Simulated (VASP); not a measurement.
# NbH2 (Fm-3m) in VASP: notebook

The runs below take NbH2 through single point, with r2SCAN.

Everything below comes from runs of VASP 6.6.1. Logs are shortened: lines on timing, memory, paths and dates and some standing lists are left out, and cuts for length are marked.

### 1 Starting point

The structure is cubic, space group Fm-3m (No. 225). Conventional cell: a = 4.563 Å, b = 4.563 Å, c = 4.563 Å, α = 90.00°, β = 90.00°, γ = 90.00°. Around Nb (site symmetry m-3m) lie 8 H at 1.98 Å. Around H (site symmetry -43m) lie 4 Nb at 1.98 Å.

### 2 Single point, r2SCAN

The input, POSCAR:

```
NbH2
1.0
    0.0000000000      2.2815000000      2.2815000000
    2.2815000000      0.0000000000      2.2815000000
    2.2815000000      2.2815000000      0.0000000000
Nb H
1 2
Direct
    0.0000000000      0.0000000000      0.0000000000
    0.2500000000      0.2500000000      0.2500000000
    0.7500000000      0.7500000000      0.7500000000
```

The input, INCAR.step1:

```
SYSTEM = NbH2
ALGO = Normal
EDIFF = 1E-4
ENCUT = 520
GGA = PE
ISMEAR = 0
LASPH = .TRUE.
LCHARG = .FALSE.
LREAL = .FALSE.
LWAVE = .TRUE.
NBANDS = 14
NELM = 100
PREC = Accurate
SIGMA = 0.15
```

The input, INCAR.step2:

```
SYSTEM = NbH2
ALGO = Normal
EDIFF = 1E-6
ENCUT = 520
ISIF = 2
ISMEAR = 0
ISTART = 1
LASPH = .TRUE.
LCHARG = .FALSE.
LMIXTAU = .TRUE.
LREAL = .FALSE.
LWAVE = .FALSE.
METAGGA = R2SCAN
NBANDS = 14
NELM = 100
PREC = Accurate
SIGMA = 0.15
```

The input, KPOINTS:

```
k-points
0
G
  18 18 18
  0 0 0
```

Potentials or basis: VASP PAW PBE potentials, release 64 (Nb_sv, H).

Started as:

```bash
$ cat potpaw_PBE.64/Nb_sv/POTCAR potpaw_PBE.64/H/POTCAR > POTCAR
$ cp INCAR.step1 INCAR
$ mpirun -np 1 vasp_std > vasp.out
$ cp INCAR.step2 INCAR
$ mpirun -np 1 vasp_std > vasp.out
```

OUTCAR:

```text
SYSTEM = NbH2
   EDIFF = 1E-6
   ENCUT = 520
   ISIF = 2
   ISMEAR = 0
   ISTART = 1
   LASPH = .TRUE.
   LREAL = .FALSE.
   METAGGA = R2SCAN
   NELM = 100
   PREC = Accurate

 ion  position               nearest neighbor table
   1  0.000  0.000  0.000-
   2  0.250  0.250  0.250-
   3  0.750  0.750  0.750-

  LATTYP: Found a face centered cubic cell.
 ALAT       =     4.5630000000

  Lattice vectors:

 A1 = (   0.0000000000,   2.2815000000,   2.2815000000)
 A2 = (   2.2815000000,   0.0000000000,   2.2815000000)
 A3 = (   2.2815000000,   2.2815000000,   0.0000000000)

Analysis of symmetry for initial positions (statically):
=====================================================================
 Subroutine PRICEL returns:
 Original cell was already a primitive cell.

 Routine SETGRP: Setting up the symmetry group for a
 face centered cubic supercell.

 Subroutine GETGRP returns: Found 48 space group operations
 (whereof 48 operations were pure point group operations)
 out of a pool of 48 trial point group operations.

The static configuration has the point symmetry O_h .

Analysis of symmetry for dynamics (positions and initial velocities):
=====================================================================
 Subroutine PRICEL returns:
 Original cell was already a primitive cell.

 Routine SETGRP: Setting up the symmetry group for a
 face centered cubic supercell.

 Subroutine GETGRP returns: Found 48 space group operations
 (whereof 48 operations were pure point group operations)
 out of a pool of 48 trial point group operations.

The dynamic configuration has the point symmetry O_h .

 Subroutine INISYM returns: Found 48 space group operations
 (whereof 48 operations are pure point group operations),
 and found     1 'primitive' translations

----------------------------------------------------------------------------------------

                                     Primitive cell

  volume of cell :      23.7515

  direct lattice vectors                    reciprocal lattice vectors
     0.000000000  2.281500000  2.281500000    -0.219154065  0.219154065  0.219154065
     2.281500000  0.000000000  2.281500000     0.219154065 -0.219154065  0.219154065
     2.281500000  2.281500000  0.000000000     0.219154065  0.219154065 -0.219154065

  length of vectors
     3.226528243  3.226528243  3.226528243     0.379585976  0.379585976  0.379585976

  position of ions in fractional coordinates (direct lattice)
     0.000000000  0.000000000  0.000000000
     0.250000000  0.250000000  0.250000000
     0.750000000  0.750000000  0.750000000

  ion indices of the primitive-cell ions
   primitive index   ion index
                 1           1
                 2           2
                 3           3

----------------------------------------------------------------------------------------

 KPOINTS: k-points

Automatic generation of k-mesh.
 Grid dimensions read from file:
 generate k-points for:   18   18   18

 Generating k-lattice:

  Cartesian coordinates                     Fractional coordinates (reciprocal lattice)
    -0.012175226  0.012175226  0.012175226     0.055555556  0.000000000  0.000000000
     0.012175226 -0.012175226  0.012175226     0.000000000  0.055555556  0.000000000
     0.012175226  0.012175226 -0.012175226     0.000000000  0.000000000  0.055555556

  Length of vectors
     0.021088110  0.021088110  0.021088110

  Shift w.r.t. Gamma in fractional coordinates (k-lattice)
     0.000000000  0.000000000  0.000000000

 Subroutine IBZKPT returns following result:
 ===========================================

 Found    195 irreducible k-points:

 Following reciprocal coordinates:
            Coordinates               Weight
  0.000000  0.000000  0.000000      1.000000
  0.055556  0.000000  0.000000      8.000000
  0.111111  0.000000  0.000000      8.000000
  0.166667  0.000000  0.000000      8.000000
  0.222222  0.000000  0.000000      8.000000
  0.277778  0.000000  0.000000      8.000000
[... 16 lines left out ...]
 -0.277778  0.055556  0.000000     24.000000
 -0.222222  0.055556  0.000000     24.000000
 [... further k-points ...]
   k-points           NKPTS =    195   k-points in BZ     NKDIM =    195   number of bands    NBANDS=     14
   number of dos      NEDOS =    301   number of ions     NIONS =      3
   total plane-waves  NPLWV =  13824
   dimension x,y,z NGX =    24 NGY =   24 NGZ =   24
   dimension x,y,z NGXF=    48 NGYF=   48 NGZF=   48
   ions per type =               1   2
   NGX,Y,Z   is equivalent  to a cutoff of  12.37, 12.37, 12.37 a.u.
   NGXF,Y,Z  is equivalent  to a cutoff of  24.73, 24.73, 24.73 a.u.
 SYSTEM =  NbH2
   PREC   = accura    normal or accurate (medium, high low for compatibility)
   ISTART =      1    job   : 0-new  1-cont  2-samecut
   ICHARG =      0    charge: 1-file 2-atom 10-const
   ISPIN  =      1    spin polarized calculation?
   LNONCOLLINEAR =      F non collinear calculations
   LSORBIT =      F    spin-orbit coupling
   LASPH  =      T    aspherical Exc in radial PAW
   ENCUT  =  520.0 eV  38.22 Ry    6.18 a.u.   6.00  6.00  6.00*2*pi/ulx,y,z
   NELM   =    100;   NELMIN=  2; NELMDL=  0     # of ELM steps
   EDIFF  = 0.1E-05   stopping-criterion for ELM
   LREAL  =      F    real-space projection
   EDIFFG = 0.1E-04   stopping-criterion for IOM
   NSW    =      0    number of steps for IOM
   IBRION =     -1    ionic relax: 0-MD 1-quasi-New 2-CG
   NFREE  =      0    steps in history (QN), initial steepest desc. (CG)
   ISIF   =      2    stress and relaxation
   ISYM   =      2    0-nonsym 1-usesym 2-fastsym
   POTIM  = 0.5000    time-step for ionic-motion
   TEBEG  =    0.0;   TEEND  =   0.0 temperature during run
   PSTRESS=    0.0 pullay stress
   NELECT =      15.0000    total number of electrons
   NUPDOWN=      -1.0000    fix difference up-down
   EMIN   =  10.00;   EMAX   =-10.00  energy-range for DOS
   EFERMI =   0.00;   METHOD = LEGACY
   ISMEAR =     0;   SIGMA  =   0.15  broadening in eV -4-tet -1-fermi 0-gaus
   EFERMI_NEDOS =   21; number of points for ismear=-14 and -15
   IALGO  =     38    algorithm
   IMIX   =      4    mixing-type and parameters
     AMIX     =   0.40;   BMIX     =  1.00
     AMIX_MAG =   1.60;   BMIX_MAG =  1.00
  volume/ion in A,a.u.               =       7.92        53.43
  Fermi-wavevector in a.u.,A,eV,Ry     =   1.404564  2.654241 26.841563  1.972799
  Thomas-Fermi vector in A             =   2.527113
   LORBIT       =      0    0 simple, 1 ext, 2 COOP (PROOUT), +10 PAW based schemes
   METAGGA = R2SCAN    functional components
   LHFCALC =     F    Hartree Fock is set to
   AEXX    =    0.0000 exact exchange contribution
   IVDW    =     0    specifies the selected vdW correction
   LEPSILON=     F    determine dielectric tensor
   LRPA    =     F    only Hartree local field effects (RPA)
 non-spin polarized calculation
 Gauss-broadening in eV      SIGMA  =   0.15
  energy-cutoff  :      520.00
  volume of cell :       23.75
 maximum number of plane-waves:       651
   NGX = 11   NGY = 11   NGZ = 11

 number of electron      15.0000000 magnetization

 Free energy of the ion-electron system (eV)
  ---------------------------------------------------
  ext. energy  EPLUGINS =         0.00000000
  ---------------------------------------------------
  free energy    TOTEN  =       -32.57128376 eV

  energy without entropy =      -32.56044718  energy(sigma->0) =      -32.56586547

 E-fermi :  10.0813     XC(G=0): -12.9393

 val. band max:       10.0767432852   @ k =   0.2778   0.2222   0.0000
 cond. band min:      10.1186316234   @ k =   0.1667   0.1667   0.0000
 fundamental gap:      0.0418883382
 Fermi energy:        10.0812582876

 k-point     1 :       0.0000    0.0000    0.0000
  band No.  band energies     occupation
      1     -47.2776      2.00000
      2     -22.3221      2.00000
      3     -22.3221      2.00000
      4     -22.3221      2.00000
      5      -1.2768      2.00000
      6       8.5377      2.00000
      7       8.6690      2.00000
      8       8.6690      2.00000
      9       8.6690      2.00000
     10      11.3929      0.00000
     11      11.3929      0.00000
     12      22.8929      0.00000
     13      24.1510      0.00000
     14      24.1510      0.00000

 k-point     2 :       0.0556    0.0000    0.0000
  band No.  band energies     occupation
      1     -47.2749      2.00000
      2     -22.3451      2.00000
      3     -22.3249      2.00000
      4     -22.3248      2.00000
      5      -1.1892      2.00000
      6       7.4458      2.00000
      7       8.7147      2.00000
      8       8.7147      2.00000
      9       9.8683      1.95536
     10      11.3543      0.00000
     11      11.3543      0.00000
     12      21.9922      0.00000
     13      24.3235      0.00000
     14      24.3235      0.00000

 k-point     3 :       0.1111    0.0000    0.0000
  band No.  band energies     occupation
      1     -47.2669      2.00000
      2     -22.4110      2.00000
      3     -22.3328      2.00000
      4     -22.3328      2.00000
      5      -0.9335      2.00000
      6       6.4250      2.00000
      7       8.8380      2.00000
      8       8.8380      2.00000
      9      11.2009      0.00000
     10      11.2633      0.00000
     11      11.2633      0.00000
     12      20.8169      0.00000
     13      24.8230      0.00000
     14      24.8230      0.00000

 k-point     4 :       0.1667    0.0000    0.0000
  band No.  band energies     occupation
      1     -47.2547      2.00000
      2     -22.5107      2.00000
      3     -22.3449      2.00000
      4     -22.3449      2.00000
      5      -0.5386      2.00000
      6       5.5617      2.00000
      7       8.9938      2.00000
      8       8.9938      2.00000
      9      11.1913      0.00000
     10      11.1913      0.00000
     11      12.5422      0.00000
     12      19.8118      0.00000
     13      25.5991      0.00000
     14      25.6005      0.00000

 k-point     5 :       0.2222    0.0000    0.0000
  band No.  band energies     occupation
      1     -47.2396      2.00000
      2     -22.6308      2.00000
      3     -22.3596      2.00000
      4     -22.3596      2.00000
      5      -0.0561      2.00000
      6       4.8874      2.00000
      7       9.1054      2.00000
      8       9.1054      2.00000
      9      11.2404      0.00000
     10      11.2404      0.00000
     11      13.7763      0.00000
[... 276 lines left out ...]
 k-point    22 :      -0.3333    0.0556    0.0000
  band No.  band energies     occupation
      1     -47.2025      2.00000
      2     -22.9021      2.00000
      3     -22.4175      2.00000
      4     -22.3897      2.00000
      5       0.9853      2.00000
      6       4.2014      2.00000
      7       8.9109      2.00000
      8       9.0770      2.00000
      9      11.7199      0.00000
     10      12.3535      0.00000
     11      15.4491      0.00000
     12      18.0128      0.00000
     13      21.5804      0.00000
     14      24.5844      0.00000

 k-point    23 :      -0.2778    0.0556    0.0000
  band No.  band energies     occupation
      1     -47.2167      2.00000
      2     -22.7956      2.00000
      3     -22.4041      2.00000
      4     -22.3741      2.00000
      5       0.6503      2.00000
      6       4.2758      2.00000
      7       9.0257      2.00000
      8       9.1772      2.00000
      9      11.2585      0.00000
     10      11.9417      0.00000
     11      15.1053      0.00000
     12      18.5335      0.00000
     13      22.1108      0.00000
     14      25.4112      0.00000

 k-point    24 :      -0.2222    0.0556    0.0000
  band No.  band energies     occupation
      1     -47.2325      2.00000
      2     -22.6753      2.00000
      3     -22.3876      2.00000
      4     -22.3581      2.00000
      5       0.1831      2.00000
      6       4.6198      2.00000
      7       9.0889      2.00000
      8       9.2039      2.00000
      9      10.9611      0.00000
     10      11.6065      0.00000
     11      14.3124      0.00000
     12      18.9341      0.00000
     13      23.4260      0.00000
     14      25.8834      0.00000

 [... further k-points ...]

------------------------ aborting loop because EDIFF is reached ----------------------------------------

  FORCE on cell =-STRESS in cart. coord.  units (eV):
  Direction    XX          YY          ZZ          XY          YZ          ZX
  --------------------------------------------------------------------------------------
  -------------------------------------------------------------------------------------
  Total       -0.3263236     -0.3263236     -0.3263236      0.0000000      0.0000000     -0.0000000
  in kB      -22.0124159    -22.0124159    -22.0124159      0.0000000      0.0000000     -0.0000000
  external PRESSURE =     -22.0124159 kB  Pullay stress =       0.0000000 kB

 VOLUME and BASIS-vectors are now :
 -----------------------------------------------------------------------------
  energy-cutoff  :      520.00
  volume of cell :       23.75
      direct lattice vectors                 reciprocal lattice vectors
     0.000000000  2.281500000  2.281500000    -0.219154065  0.219154065  0.219154065
     2.281500000  0.000000000  2.281500000     0.219154065 -0.219154065  0.219154065
     2.281500000  2.281500000  0.000000000     0.219154065  0.219154065 -0.219154065

 POSITION                                       TOTAL-FORCE (eV/Angst)
 -----------------------------------------------------------------------------------
      0.00000      0.00000      0.00000         0.000000     -0.000000      0.000000
      1.14075      1.14075      1.14075        -0.000000     -0.000000     -0.000000
      3.42225      3.42225      3.42225         0.000000      0.000000      0.000000
 -----------------------------------------------------------------------------------
    total drift:                               -0.000000      0.000000      0.000000

  FREE ENERGIE OF THE ION-ELECTRON SYSTEM (eV)
  ---------------------------------------------------
  free  energy   TOTEN  =       -32.5712837647 eV

  energy  without entropy=      -32.5604471822  energy(sigma->0) =      -32.56586547
```

It took 2.2 min on 1 thread of AMD EPYC 9R45 (Zen 5), shared host; peak memory 0.16 GiB.

Results:

```yaml
Free_energy: -32.5713 eV
Pressure: -2.2 GPa
Band_gap_on_the_k_mesh: none (metal or under the smearing width)
```

Levels at points of the mesh, in eV from the Fermi level:
```
           k point  band 6  band 7  band 8  band 9  band 10  band 11
(0.00, 0.00, 0.00)   -1.54   -1.41   -1.41   -1.41     1.31     1.31
(0.50, 0.00, 0.00)   -5.46   -1.25   -1.25    2.72     2.72     5.26
(0.50, 0.50, 0.00)   -5.56   -4.52    2.88    2.96     2.96     7.45
```

Caveat: the PAW data sets were made with another functional, which shifts forces and pressure a little.

### 3 Single point, r2SCAN

POSCAR is that of step 2.

The input, INCAR.step1:

```
SYSTEM = NbH2
PREC     = Accurate       ! precision mode
ENCUT    = 520            ! plane-wave cutoff, eV
ISMEAR   = 0              ! smearing method
SIGMA    = 0.15           ! smearing width, eV
LREAL    = .False.        ! projectors in reciprocal space
LASPH    = .True.         ! aspherical terms in the spheres
NELM     = 100            ! most SCF steps
NBANDS   = 14             ! bands
GGA      = PE             ! functional
ALGO     = Normal         ! electronic algorithm
EDIFF    = 1E-4           ! SCF threshold, eV
LWAVE    = .True.         ! write WAVECAR
LCHARG   = .False.        ! write CHGCAR
```

The input, INCAR.step2:

```
SYSTEM = NbH2
PREC     = Accurate       ! precision mode
ENCUT    = 520            ! plane-wave cutoff, eV
EDIFF    = 1E-6           ! SCF threshold, eV
ISMEAR   = 0              ! smearing method
SIGMA    = 0.15           ! smearing width, eV
LREAL    = .False.        ! projectors in reciprocal space
LASPH    = .True.         ! aspherical terms in the spheres
NELM     = 100            ! most SCF steps
ALGO     = Normal         ! electronic algorithm
ISIF     = 2              ! what is computed and relaxed
LWAVE    = .False.        ! write WAVECAR
LCHARG   = .False.        ! write CHGCAR
METAGGA  = R2SCAN         ! meta-GGA
LMIXTAU  = .True.       
NBANDS   = 14             ! bands
ISTART   = 1
```

The input, KPOINTS:

```
Automatic mesh
0
Gamma
  20 20 20
  0 0 0
```

Potentials or basis: VASP PAW PBE potentials, release 64 (Nb_sv, H).

Started as:

```bash
$ cat potpaw_PBE.64/Nb_sv/POTCAR potpaw_PBE.64/H/POTCAR > POTCAR
$ cp INCAR.step1 INCAR
$ mpirun -np 1 vasp_std > vasp.out
$ cp INCAR.step2 INCAR
$ mpirun -np 1 vasp_std > vasp.out
```

It took 2.8 min on 1 thread of AMD EPYC 9R45 (Zen 5), shared host; peak memory 0.18 GiB.

The run converged. Its results:

```
Free energy            : -32.5715 eV
Pressure               : -2.2 GPa
Band gap on the k mesh : none (metal or under the smearing width)
```

Levels at points of the mesh, in eV from the Fermi level:
```csv
k point,band 5,band 6,band 7,band 8,band 9,band 10,band 11,band 12
"(0.00, 0.00, 0.00)",-11.36,-1.55,-1.42,-1.42,-1.42,1.30,1.30,12.81
"(0.50, 0.00, 0.00)",-8.95,-5.47,-1.26,-1.26,2.71,2.71,5.26,6.40
"(0.50, 0.50, 0.00)",-8.06,-5.57,-4.53,2.87,2.96,2.96,7.45,7.45
```

Caveat: the PAW data sets were made with another functional, which shifts forces and pressure a little.
